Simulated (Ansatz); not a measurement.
`C=C(C)C(=O)OC` + H₂Te → `C=C(C)[TeH]` + `COC=O`  (substitution at a C–C bond)

Computed with Ansatz on PBE0-D4/def2-TZVP structures; ΔE is electronic, products minus reactants. CCSD(T)/CBS is the MP2 limit (def2-TZVPP, def2-QZVPP) plus CCSD(T) − MP2 in def2-TZVPP, frozen cores. DFT in def2-TZVPP. Elements past krypton have def2 core potentials. For Te outer-core shells are correlated without core-valence functions, which leaves a few kJ/mol of doubt a bond. Each species was taken in one conformer, which may not be the lowest.

| level | ΔE (kJ/mol) | difference from CCSD(T)/CBS |
| --- | --- | --- |
| PBE-D4 | 26.8 | 2.3 |
| r2SCAN-D4 | 34.1 | 9.6 |
| ωB97X-V | 35.4 | 10.9 |
| ωB97M-V | 34.7 | 10.2 |
| B2PLYP | 27.4 | 2.9 |
| PBE | 26.8 | 2.3 |
| r2SCAN | 33.3 | 8.8 |
| HF/def2-TZVPP | 40.0 | 15.5 |
| SCS-MP2/def2-TZVPP | 21.6 | -2.9 |
| CCSD/def2-TZVPP | 30.7 | 6.2 |
| CCSD(T)/def2-TZVPP | 28.8 | 4.3 |
| HF/def2-QZVPP | 38.8 | 14.3 |
| SCS-MP2/def2-QZVPP | 19.0 | -5.5 |
| HF/CBS(def2) | 38.7 | 14.2 |
| MP2/CBS(def2) | 15.9 | -8.6 |
| CCSD/CBS(def2) | 26.4 | 1.9 |
| CCSD(T)/CBS | 24.5 | 0 |

Largest T1 diagnostic among the species: 0.015.

From PBE to PBE0 (25 % exact exchange), in def2-TZVPP and without D4, ΔE moves by +5.5 kJ/mol. In def2-TZVPP, CCSD(T) changes the Hartree–Fock value by −11.2 kJ/mol (the triples alone add −1.9 kJ/mol) and MP2 by −19.8 kJ/mol.

CCSD(T)/CBS has its own doubt, a few kJ/mol and more with outer-core shells, so smaller differences from it don't rank the levels.
